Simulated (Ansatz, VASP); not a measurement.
## Two plane-wave programs on C

```
C
1.0
     0.00000    1.79349    1.79349
     1.78014    0.01335    1.78014
     1.78014    1.78014    0.01335
C
2
Direct
  0.50000 0.50000 0.50000
  0.75000 0.75000 0.75000
```

Change from the starting cell: strain +0.0150 x Voigt [0, 0, 0, 1, 0, 0], atoms carried along.

Alike in both runs: task single point; functional r2SCAN; k mesh 12 × 12 × 12; occupations gaussian, width 0.05 eV; no spin polarisation.

|  | VASP | Ansatz |
| --- | --- | --- |
| version | VASP 6.6.1 | Ansatz 0.2.0 |
| potentials or method | VASP PAW PBE potentials, release 64 (C) | scalar-relativistic, plane waves, PAW |
| plane-wave cutoff (eV) | 520 | 500 |
| valence electrons in the cell | 8 | 8 |

|  | VASP | Ansatz | Ansatz less VASP |
| --- | --- | --- | --- |
| gap on the k mesh at the Fermi level (eV) | 4.34 | 4.37 | +0.030 |
| least direct gap on the mesh (eV) | 5.62 | 5.66 | +0.044 |
| pressure (GPa) | 1.2 | 0.1 | -1.11 |
| largest component of the traceless stress (GPa) | 8.89 | 8.83 | -0.062 |
| rms of the force components (eV/Å) | 0.022 | 0.019 | -0.0033 |

Atom by atom the forces differ by 0.003 eV/Å (rms over components).

Caveats: the PAW data sets were made with another functional, which shifts forces and pressure a little (VASP).
